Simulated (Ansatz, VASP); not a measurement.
**MgI2: VASP beside Ansatz**

Wanted: the spread between two codes on one cell, functional and k mesh. The structure shown is the end of the VASP relaxation below.

Program: Ansatz 0.2.0. Level of theory: plane waves, with VASP 6.6.1 beside it; single point at PBEsol and band structure at PBEsol. Results are calculated unless marked as measured.

## Step 1: Set-up

The cell holds 3 atoms: 2 I and 1 Mg. Its edges and angles: a = 4.140 Å, b = 4.140 Å, c = 18.440 Å, α = 90.0°, β = 90.0°, γ = 120.0°. It derives from MgI2. As first built, before any earlier steps moved the atoms (in the runner's words): kind sheets cut from a layered crystal; sheets 1. Vacuum lies along c.

## Step 2: VASP: relaxation, PBEsol

This run makes the geometry at which the two programs are then compared.

Lines of VASP's logs that name or quote its potential files are left out, and so is its time.

File INCAR:

```
SYSTEM = MgI2
PREC = Normal
ENCUT = 300
EDIFF = 1E-05
NELM = 120
ISMEAR = 0
SIGMA = 0.05
LREAL = .FALSE.
ALGO = Fast
GGA = PS
NBANDS = 14
LORBIT = 11
LWAVE = .FALSE.
LCHARG = .FALSE.
KPAR = 2
IBRION = 2
NSW = 40
ISIF = 2
EDIFFG = -0.03
POTIM = 0.4
MAXMIX = 40
IDIPOL = 3
LDIPOL = .TRUE.
DIPOL = 0.5 0.5 0.5
```

File POSCAR:

```
MgI2
1.0
    4.1400000000      0.0000000000      0.0000000000
   -2.0700000000      3.5853451720      0.0000000000
    0.0000000000      0.0000000000     18.4400000000
I Mg
2 1
Direct
    0.3333333330      0.6666666670      0.5932754880
    0.6666666670      0.3333333330      0.4067245120
    0.0000000000      0.0000000000      0.5000000000
```

File KPOINTS:

```
Automatic mesh
0
Gamma
9 9 1
0 0 0
```

PAW data sets: I and Mg (PBE family, release 64).

Started as:

```console
$ mpirun -np 2 vasp_std
```

Numbers of over 12 decimals in the logs are rounded to 6 here.

Output:

```text
[banner, memory and clock lines left out]
running    2 mpi-ranks, on    1 nodes
 distrk:  each k-point on    1 cores,    2 groups
 distr:  one band on    1 cores,    1 groups

 POSCAR found type information on POSCAR I Mg
 POSCAR found :  2 types and       3 ions
|                                                                             |
|               ----> ADVICE to this user running VASP <----                  |
|                                                                             |
|     You enforced a specific xc type in the INCAR file but a different       |
|     [... a line on the potential file left out ...]
|     I HOPE YOU KNOW WHAT YOU ARE DOING!                                     |
|                                                                             |

 LDA part: xc-table for (Slater+PW92), standard interpolation
 POSCAR, INCAR and KPOINTS ok, starting setup
 FFT: planning ... GRIDC
 FFT: planning ... GRID_SOFT
 FFT: planning ... GRID
 WAVECAR not read
 entering main loop
       N       E                     dE             d eps       ncg     rms          rms(c)
DAV:   1     0.830271386349E+02    0.83027E+02   -0.34751E+03   336   0.504E+02
DAV:   2     0.120564797923E+01   -0.81821E+02   -0.75213E+02   526   0.115E+02
DAV:   3    -0.825508590087E+01   -0.94607E+01   -0.93995E+01   444   0.452E+01
DAV:   4    -0.855536681165E+01   -0.30028E+00   -0.30022E+00   464   0.102E+01
DAV:   5    -0.855940479984E+01   -0.40380E-02   -0.40379E-02   456   0.127E+00    0.383E+00
RMM:   6    -0.841880553935E+01    0.14060E+00   -0.12988E-01   336   0.155E+00    0.246E+00
RMM:   7    -0.838985809328E+01    0.28947E-01   -0.19287E-01   336   0.192E+00    0.534E-01
RMM:   8    -0.838341523084E+01    0.64429E-02   -0.20091E-02   336   0.740E-01    0.164E-01
RMM:   9    -0.838340363948E+01    0.11591E-04   -0.11697E-03   345   0.248E-01    0.448E-02
RMM:  10    -0.838342164291E+01   -0.18003E-04   -0.18968E-04   355   0.980E-02    0.337E-02
RMM:  11    -0.838345326989E+01   -0.31627E-04   -0.49793E-05   310   0.463E-02    0.445E-02
RMM:  12    -0.838345111437E+01    0.21555E-05   -0.12348E-05   247   0.249E-02
   1 F= -.83834511E+01 E0= -.83834511E+01  d E =-.838345E+01
[...]
2 F= -.83885150E+01 E0= -.83885150E+01  d E =-.506391E-02
[...]
3 F= -.83953769E+01 E0= -.83953769E+01  d E =-.119257E-01
[...]
4 F= -.83978217E+01 E0= -.83978217E+01  d E =-.143706E-01
 curvature:  -2.07 expect dE=-0.831E-03 dE for cont linesearch -0.831E-03
 ZBRENT: bracketing found
 ZBRENT: interpolating
 opt :   5.3493  next Energy=    -8.398864 (dE=-0.154E-01)
 bond charge predicted
       N       E                     dE             d eps       ncg     rms          rms(c)
DAV:   1    -0.839763734797E+01    0.17649E-03   -0.29347E-01   348   0.278E+00    0.245E-01
RMM:   2    -0.839857891678E+01   -0.94157E-03   -0.11142E-02   336   0.657E-01    0.722E-02
RMM:   3    -0.839868653307E+01   -0.10762E-03   -0.10592E-03   336   0.260E-01    0.211E-02
RMM:   4    -0.839871185467E+01   -0.25322E-04   -0.25019E-04   341   0.132E-01    0.226E-02
RMM:   5    -0.839871942336E+01   -0.75687E-05   -0.62691E-05   318   0.658E-02
   5 F= -.83987194E+01 E0= -.83987194E+01  d E =-.152683E-01
 curvature:  -2.59 expect dE=-0.179E-04 dE for cont linesearch -0.179E-04
 trial: gam=-0.03428 g(F)=  0.692E-05 g(S)=  0.000E+00 ort = 0.195E-03 (trialstep = 0.187E+01)
 search vector abs. value=  0.884E-08
 reached required accuracy - stopping structural energy minimisation
```

Parts of OUTCAR (step 2):

```text
ion  position               nearest neighbor table
   1  0.333  0.667  0.593-   3 2.94   3 2.94   3 2.94
   2  0.667  0.333  0.407-   3 2.94   3 2.94   3 2.94
   3  0.000  0.000  0.500-   1 2.94   2 2.94   2 2.94   1 2.94   2 2.94   1 2.94

  LATTYP: Found a hexagonal cell.
 ALAT       =     4.1400000000
 C/A-ratio  =     4.4541062802

 Subroutine GETGRP returns: Found 12 space group operations
 (whereof 12 operations were pure point group operations)

The static configuration has the point symmetry D_3d.

 Found     12 irreducible k-points:

   k-points           NKPTS =     12   k-points in BZ     NKDIM =     12   number of bands    NBANDS=     14

   dimension x,y,z NGX =    18 NGY =   18 NGZ =   80
   dimension x,y,z NGXF=    36 NGYF=   36 NGZF=  160

   ENCUT  =  300.0 eV  22.05 Ry    4.70 a.u.   5.85  5.85 26.04*2*pi/ulx,y,z

   NELECT =      16.0000    total number of electrons

 k-points in reciprocal lattice and weights: Automatic mesh
   0.00000000  0.00000000  0.00000000       0.012
   0.11111111  0.00000000  0.00000000       0.074
   0.22222222  0.00000000  0.00000000       0.074
   0.33333333  0.00000000  0.00000000       0.074
   0.44444444  0.00000000  0.00000000       0.074
   0.11111111  0.11111111  0.00000000       0.074
   0.22222222  0.11111111  0.00000000       0.148
   0.33333333  0.11111111  0.00000000       0.148
   0.44444444  0.11111111  0.00000000       0.074
   0.22222222  0.22222222  0.00000000       0.074
   0.33333333  0.22222222  0.00000000       0.148
   0.33333333  0.33333333  0.00000000       0.025

 dipolmoment           0.000000      0.000000     -0.000000 electrons x Angstroem

 average (electrostatic) potential at core
       1 -97.5682       2 -97.5682       3 -43.8312

 E-fermi :  -2.9607

 k-point     1 :       0.0000    0.0000    0.0000
  band No.  band energies     occupation
    ...
      4      -3.8937      2.00000
      5      -3.4965      2.00000
      6      -3.4965      2.00000
      7      -3.2086      2.00000
      8      -3.2086      2.00000
      9       0.8440      0.00000
     10       1.6047      0.00000
     11       2.8502      0.00000
     12       2.9455      0.00000
     13       3.4818      0.00000
    ...

 k-point     2 :       0.1111    0.0000    0.0000
  band No.  band energies     occupation
    ...
      4      -4.1372      2.00000
      5      -3.7543      2.00000
      6      -3.6509      2.00000
      7      -3.6117      2.00000
      8      -3.2407      2.00000
      9       1.2711      0.00000
     10       2.0835      0.00000
     11       2.7652      0.00000
     12       2.9815      0.00000
     13       3.3845      0.00000
    ...

 k-point     3 :       0.2222    0.0000    0.0000
  band No.  band energies     occupation
    ...
      4      -5.0529      2.00000
      5      -4.3778      2.00000
      6      -3.9544      2.00000
      7      -3.7556      2.00000
      8      -3.3754      2.00000
      9       1.4291      0.00000
     10       2.2618      0.00000
     11       2.9229      0.00000
     12       3.3317      0.00000
     13       3.7913      0.00000
    ...

  Total       -0.1058201     -0.1058201     -0.0176585      0.0000000      0.0000000      0.0000000
  in kB       -0.6194217     -0.6194217     -0.1033647      0.0000000      0.0000000      0.0000000
  external PRESSURE =      -0.4474027 kB  Pullay stress =       0.0000000 kB

  energy-cutoff  :      300.00
  volume of cell :      273.71
      direct lattice vectors                 reciprocal lattice vectors
     4.140000000  0.000000000  0.000000000     0.241545894  0.139456587  0.000000000
    -2.070000000  3.585345172  0.000000000     0.000000000  0.278913173  0.000000000
     0.000000000  0.000000000 18.440000000     0.000000000  0.000000000  0.054229935

 POSITION                                       TOTAL-FORCE (eV/Angst)
 -----------------------------------------------------------------------------------
     -0.00000      2.39023     10.88499        -0.000000     -0.000000     -0.009470
      2.07000      1.19512      7.55501         0.000000      0.000000      0.009470
      0.00000      0.00000      9.22000         0.000000      0.000000      0.000000
 -----------------------------------------------------------------------------------
    total drift:                                0.000000      0.000000     -0.000000

  FREE ENERGIE OF THE ION-ELECTRON SYSTEM (eV)
  ---------------------------------------------------
  free  energy   TOTEN  =        -8.3987194234 eV

  energy  without entropy=       -8.3987194234  energy(sigma->0) =       -8.39871942

 reached required accuracy - stopping structural energy minimisation

 vacuum level on the upper side and lower side of the slab         3.182         3.182

 total charge
# of ion       s       p       d       tot
------------------------------------------
    1        1.504   2.815   0.012   4.331
    2        1.504   2.815   0.012   4.331
    3        0.139   0.114   0.028   0.282
--------------------------------------------------
tot          3.147   5.744   0.053   8.944

[... 3 further parts left out ...]
```

The PAW data sets were made with PBE, which is usual practice but a small mismatch for other functionals.

## Step 3: Ansatz: single point, PBEsol

Ansatz runs on its default PAW (the set named soft_2) files.

The same cell, functional, mesh and smearing now go to Ansatz, which takes its cutoff from its data sets.

File input.yaml:

```yaml
crystal:
  lattice:
    - [4.14, 0.0, 0.0]
    - [-2.07, 3.58534517, 0.0]
    - [0.0, 0.0, 18.44]
  atoms:
    - { symbol: I, position: [0.33333333, 0.66666667, 0.59029222] }
    - { symbol: I, position: [0.66666667, 0.33333333, 0.40970778] }
    - { symbol: Mg, position: [0.0, 0.0, 0.5] }
hamiltonian:
  xc: pbesol
  pseudopotentials: { kind: paw }
kpoints:
  mp_grid: { grid: [9, 9, 1] }
scf:
  occupations: { method: gaussian, width: 0.05 }
  n_extra_bands: 4
efield:
  axis: 3
  dipole_correction: true
  ramp_width: 0.04
output:
  forces: true
  eigenvalues: true
```

Started as:

```console
$ ansatz run input.yaml --threads 2 --pin off --max-ram 4608MiB --backend cpu --events-out ev --progress --plain --runs-dir out
```

Output:

```text
scf.n_extra_bands = 4 over 22 filled bands (N_el = 44.0): the run solves 26 bands
Engine: ansatz 0.2.0, aarch64-unknown-linux-gnu
Pseudopotentials: kind: paw
Pseudopotential: I, paw, valence charge 17, recommended cutoff 420 eV (normal), I.paw.azcp
Pseudopotential: Mg, paw, valence charge 10, recommended cutoff 420 eV (normal), Mg.paw.azcp
Functional definition: PBEsol
  exchange = pbesol_x
  correlation = pbesol_c
Crystal: 3 atoms, lattice volume = 273.711 Å³
Basis set: ecut = 420 eV, 5269 PW (Γ), exchange–correlation on 60×60×250 points (8 copies of the dense FFT grid, shifted against one another)
Bands: 26, of which v1, the nominal top of the filled ones, is band 22 counted from 1 (21 counted from 0)
Symmetry: 6 space group operations
k-points: 12 of 81 (time reversal used)
Non-local potential: I, projectors of the file, l = 0: 2, l = 1: 2, l = 2: 2, l = 3: 2
Non-local potential: Mg, projectors of the file, l = 0: 3, l = 1: 2, l = 2: 1
PAW form: soft (Blöchl's): semilocal exchange-correlation on the pseudo side does not see the compensation charge
PAW frozen core: I, regenerated for the run's functional, and the local potential with it (the file was generated under x = pbe(κ = 0.804, μ = 0.219515), c = pbe(β = 0.066725))
PAW frozen core: Mg, regenerated for the run's functional, and the local potential with it (the file was generated under x = pbe(κ = 0.804, μ = 0.219515), c = pbe(β = 0.066725))
PAW one-centre angular grid: I, 590 points (default); XC on 64 Gauss nodes
PAW one-centre angular grid: Mg, 110 points (default); XC on 64 Gauss nodes
Initial density: superposition of atomic densities (neutral atoms: chi_scale 0, normalization atom), corrected by the library's trained network
Initial wavefunctions: pseudopotential atomic-orbital guess
Functional: x = pbesol(κ = 0.804, μ = 0.123457), c = pbesol(β = 0.046)
SCF iter   1: F=—  HF=-16779.804143 eV  |F-HF|=—  |Δ(HF+E_count)|=         —  Δρ=1.36e-3  dr2=4.51e-3  ethr=1.77e-3  p=0.000 e·Å  D=3.56e-14 V/Å  ΔV_dip=-0.00 eV  dr2_dipole=3.96e-10  V_vac-E_F(+/−)=4.71/4.71 eV  ⟨swp⟩=12.3  Hψ=1924  notcnv=0
efield: sawtooth ramp at fractional position 0.9800 (placed from the atoms, in the widest stretch of the axis that holds none; the zero of the levels goes with the place), width 0.0400; the density the first Hamiltonian is built on has a dipole p = 0.000 e·Å; the dipole correction subtracts the counter field D = 3.56e-14 V/Å, which shifts the + side's vacuum level by -0.00 eV against the − side's; the planar-averaged density in the ramp window peaks in size at 3.9e-5 e/Å³
preconditioner: auto → Resta (q_TF=auto, 2.012 Å⁻¹)  ε∞=1.9  [insulator: Δε(μ)=3.657 eV  Ē_g=9.734 eV  σ=0.050 eV  W_gap=1.00  n_scr=40 (ndim 8)  ℏωp=9.0 eV  f_vac=0.627  D(μ)=0.00/eV (n_scr^D=0)  ε∞_Penn≈1.9  vacuum switching on, ρ_ref=6.9e-3 e/Å³]
SCF iter   2: F=—  HF=-16779.803683 eV  |F-HF|=—  |Δ(HF+E_count)|=   4.59e-4  Δρ=6.70e-4  dr2=2.29e-3  ethr=1.03e-5  p=-0.000 e·Å  D=-7.11e-6 V/Å  ΔV_dip=0.00 eV  dr2_dipole=6.18e-10  V_vac-E_F(+/−)=4.66/4.66 eV  ⟨swp⟩=3.1  Hψ=828  notcnv=0
SCF iter   3: F=—  HF=-16779.804242 eV  |F-HF|=—  |Δ(HF+E_count)|=   5.59e-4  Δρ=3.99e-4  dr2=2.22e-3  ethr=5.20e-6  p=0.000 e·Å  D=1.36e-5 V/Å  ΔV_dip=-0.00 eV  dr2_dipole=4.25e-9  V_vac-E_F(+/−)=4.55/4.55 eV  ⟨swp⟩=3.7  Hψ=683  notcnv=0
SCF iter   4: F=—  HF=-16779.803730 eV  |F-HF|=—  |Δ(HF+E_count)|=   5.12e-4  Δρ=1.27e-4  dr2=9.81e-5  ethr=5.05e-6  p=-0.000 e·Å  D=-1.36e-6 V/Å  ΔV_dip=0.00 eV  dr2_dipole=2.20e-11  V_vac-E_F(+/−)=4.57/4.57 eV  ⟨swp⟩=2.0  Hψ=370  notcnv=0
SCF iter   5: F=—  HF=-16779.803722 eV  |F-HF|=—  |Δ(HF+E_count)|=   8.83e-6  Δρ=3.18e-5  dr2=3.09e-6  ethr=2.23e-7  p=0.000 e·Å  D=6.39e-6 V/Å  ΔV_dip=-0.00 eV  dr2_dipole=9.58e-10  V_vac-E_F(+/−)=4.57/4.57 eV  ⟨swp⟩=2.1  Hψ=391  notcnv=0
SCF iter   6: F=—  HF=-16779.803723 eV  |F-HF|=—  |Δ(HF+E_count)|=   1.58e-6  Δρ=6.69e-6  dr2=1.54e-7  ethr=7.03e-9  p=-0.000 e·Å  D=-7.08e-6 V/Å  ΔV_dip=0.00 eV  dr2_dipole=1.14e-9  V_vac-E_F(+/−)=4.57/4.57 eV  ⟨swp⟩=2.0  Hψ=516  notcnv=0
SCF iter   7: F=-16779.803724 eV  HF=-16779.803724 eV  |F-HF|=2.30e-8  |Δ(HF+E_count)|=   5.02e-7  Δρ=1.42e-6  dr2=2.40e-8  ethr=2.27e-10  p=0.000 e·Å  D=1.92e-5 V/Å  ΔV_dip=-0.00 eV  dr2_dipole=8.08e-9  V_vac-E_F(+/−)=4.57/4.57 eV  ⟨swp⟩=9.8  Hψ=1571  notcnv=0
SCF 1 converged in 7 iterations: F = -16779.803724 eV  dr2 = 2.40e-8
  greatest PAW one-centre occupation: 1.000 electrons in one spin orbital (limit 2), on the Mg atom at site 2 (counted from 0), in its partial waves of l = 0
SCF converged after 7 iterations
Free energy (F): -16779.803724 eV
Harris-Foulkes:  -16779.803724 eV  (|F-HF|=2.30e-8)
Internal energy: -16779.803724 eV  (E = F + TS)
E sigma→0 (E₀):  -16779.803724 eV
Fermi energy:    -0.397452 eV
Dipole field:    D = -0.000084 V/Å  (p = -0.000127 e·Å, saw-weighted, corrected)
Work function:   Φ+ = 4.5707 eV   Φ− = 4.5691 eV
Levels:          The Fermi level and band energies are counted from a zero that moves with the ramp; work functions are not
--- Per-component energies (eV) ---
  E_band       = -1431.612196
  E_kinetic    = 454.623052
  E_local      = -23662.791981  (includes V_loc(G=0)·N_el)
  E_nonlocal   = -80.998814
  E_hartree    = 11507.356764
  E_xc         = -282.824829
  E_vxc        = -293.797505  (∫ρ·V_xc dr)
  E_paw        = -9755.723601  (= ΣΔE_a)
  E_vpaw       = -863.361933  (= ΣTr[D̂ρ^β])
  E_aug_tail   = 0.000013  (compensation charges beyond the density's cutoff)
  E_efield     = 0.000000  (sawtooth field / dipole correction)
  E_vefield    = 0.000000  (∫n·V_field dr)
  E_ewald      = 5039.672527
  E_core_change = 0.883146  (= ΣΔE_core)
  E_smearing   = -0.000000  (= −TS)
  E_closure    = 0.000000  (closes the sum)
  Σ components = -16779.803724   (vs F -16779.803724, Δ=0.00e0)
--- Forces (eV/Å), atoms counted from 1 ---
  atom   1  I      0.00000000     0.00000000    -0.00336754
  atom   2  I     -0.00000000    -0.00000000     0.00352992
  atom   3  Mg    -0.00000000     0.00000000    -0.00013807
  max |Σ_I F_I| component: 2.43e-5 eV/Å
--- Band table (eV; the first three rows and the last of 12) ---
  k-point 0: bands = [... 18 lower, -2.5233, -2.5233, -2.2364, -2.2364, 1.8243, 2.5888, 3.8247, 3.9221]
  k-point 1: bands = [... 18 lower, -2.7821, -2.6769, -2.6388, -2.2687, 2.2503, 3.0685, 3.7489, 3.9600]
  k-point 2: bands = [... 18 lower, -3.4027, -2.9792, -2.7847, -2.4034, 2.4137, 3.2451, 3.9101, 4.3122]
  k-point 11: bands = [... 18 lower, -4.7406, -4.2169, -3.0235, -3.0234, 2.2304, 4.2066, 4.2067, 5.7583]
```

It took 8.2 s on 2 threads of Arm Neoverse N1, shared host; peak memory 0.43 GiB; 14 s of CPU time.

The column dr2 measures how far the density is from self-consistency, as an energy; F and HF (Harris–Foulkes) agree once it is small.

## Step 4: Side by side

Known differences besides the potentials themselves: the data sets hold 44 valence electrons in Ansatz (default PAW (the set named soft_2) files) and 16 in VASP; the cutoff is 420 eV in Ansatz and 300 eV in VASP (PREC = Normal); Ansatz makes its cores anew for this functional, VASP keeps those of its PBE data sets; VASP leaves aspherical gradient terms in its spheres out (LASPH is not set), Ansatz keeps them. Total energies have different zeros and are not compared.

Compared:

```csv
quantity,Ansatz,VASP,difference
gap on the k mesh (eV),3.679,3.666,+0.012
```

At this near-relaxed geometry the largest component of a force difference is 6 meV/Å. A gap on the mesh is an upper bound, since the band edges may lie between its points. VASP's last cycles still show a density residual of 2e-03, so its state may not be settled.

(Part 1 of 2 ends here.)

[Lines on the potential files, build, host, timing and source positions are cut from VASP's logs without a mark.]

[Logs are printed without paths, hosts, clocks, repeated set-up lines and the standing remarks that a program may print on its own settings, such as how far it seeks lower states.]

[Hosts, paths, dates, database ids (printed as entryN), source tags and the programs' standing remarks are cut or masked in the printed files.]
